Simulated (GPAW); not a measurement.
Runs of GPAW 26.7.0 on CaO. The structure is cubic, space group Fm-3m (No. 225). Conventional cell: a = 4.807 Å, b = 4.807 Å, c = 4.807 Å, α = 90.00°, β = 90.00°, γ = 90.00°. Around Ca (site symmetry m-3m) lie 6 O at 2.40 Å. Around O (site symmetry m-3m) lie 6 Ca at 2.40 Å. The cell is a database's computed one.

```csv
cell,target pressure,gap on the mesh (eV),pressure (GPa)
relaxed to 30 GPa,30 GPa,3.43,30.0
relaxed to 20 GPa,20 GPa,3.48,20.0
relaxed to 10 GPa,10 GPa,3.54,9.9
relaxed to 5 GPa,5 GPa,(a),5.0
relaxed to 2 GPa,2 GPa,3.58,2.1
relaxed,-,3.58,0.0
```

Alike in all rows: task relaxation of cell and atoms; level PBEsol; potentials or basis PAW data sets generated in the run's folder for this functional, pw; no spin polarisation; k mesh 10 × 10 × 10; cutoff (eV) 800; smearing fermi-dirac 0.05 eV.

Fill in the values left out.

(a) 3.56.

Caveats: later steps reuse the first step's grids.

A k mesh can miss the band edges.

Runs at the PBE level aren't shown here.
